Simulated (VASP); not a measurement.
Write the native input for VASP 6.6.1 that does the following.

```
Task                   : single point
Functional             : PBEsol
Potentials or basis    : VASP PAW PBE potentials, release 64 (Au)
Cutoff                 : 520 eV
k mesh                 : 18 × 18 × 18
Occupations            : gaussian, width 0.1 eV
Spin                   : non-collinear spin, zero start, spin-orbit coupling
Starting moments       : [[0.0, 0.0, 0.0]] μB
Further INCAR settings : ALGO = Fast; EDIFF = 1e-06; NBANDS = 22
```

The structure of Au lies in POSCAR:

```
Au
1.0
    0.0000000000      2.0409900000      2.0409900000
    2.0409900000      0.0000000000      2.0409900000
    2.0409900000      2.0409900000      0.0000000000
Au
1
Direct
    1.0000000000      0.0000000000      1.0000000000
```

One way to write it, as run:

INCAR

```
SYSTEM = Au
PREC = Accurate
ENCUT = 520
EDIFF = 1E-6
ISMEAR = 0
SIGMA = 0.1
LREAL = .False.
LASPH = .True.
NELM = 60
ALGO = Fast
ISIF = 2
LWAVE = .False.
LCHARG = .False.
LNONCOLLINEAR = .True.
MAGMOM = 0 0 0
LORBIT = 11
LSORBIT = .True.
GGA_COMPAT = .False.
LMAXMIX = 4
GGA = PS
NBANDS = 22
```

KPOINTS

```
regular mesh
0
Gamma
  18 18 18
  0 0 0
```

Potentials or basis: VASP PAW PBE potentials, release 64 (Au).

Command:

```bash
$ cat potpaw_PBE.64/Au/POTCAR > POTCAR
$ mpirun -np 1 vasp_ncl > vasp.out
```

Results of the run:

```yaml
Pressure: -1.2 GPa
Net_moment: 0.00 μB per cell
Valence_electrons_inside_the_program's_atomic_spheres: Au 9.64
```

Caveat: the PAW data sets were made with another functional, which shifts forces and pressure a little.

It took 80 s on 1 thread of Intel(R) Xeon(R) Platinum 8488C (Sapphire Rapids) (shared host), peak memory 0.27 GiB.
